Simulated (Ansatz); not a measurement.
Runs of Ansatz 0.2.0 on ZrC. It takes space group P6_3/mmc (No. 194, hexagonal). Conventional cell: a = 3.391 Å, b = 3.391 Å, c = 5.290 Å, α = 90.00°, β = 90.00°, γ = 120.00°. Zr (site symmetry -6m2) has 6 C at 2.36 Å as nearest neighbours. Around C (site symmetry -3m) lie 6 Zr at 2.36 Å and 2 C at 2.65 Å. The cell comes from a database or a generator and needn't be the stable form of this composition.

```tsv
task	level	cell	points for each segment of the path	gap on the mesh (eV)	pressure (GPa)	relaxed volume (Å³/atom)
single point	PBE0	as given	-	none	-5.8	-
relaxation of cell and atoms	PBE0	relaxed	-	none	0.0	(a)
band structure	HSE06	as given	4	none	-5.7	-
relaxation of cell and atoms	HSE06	relaxed	-	none	0.0	12.85
```

Alike in all rows: potentials or basis Ansatz PAW; no spin polarisation; k mesh 6 × 6 × 4; cutoff (eV) 420; smearing fermi-dirac 0.05 eV.

**Question.** Estimate the missing entries.

**Answer.** (a) 12.84.

Caveats: the PAW data sets come from PBE, with cores solved anew for the run's functional, which leaves a small shift of forces and pressure; the thresholds are loose for stress (some runs); the plane-wave basis is chosen anew once the cell has moved, so the energies of steps on either side of that aren't comparable (some runs).

A k mesh can miss the band edges, and the runs leave out spin-orbit coupling on Zr.

A gap of «none» marks a metal or a gap under the smearing width.
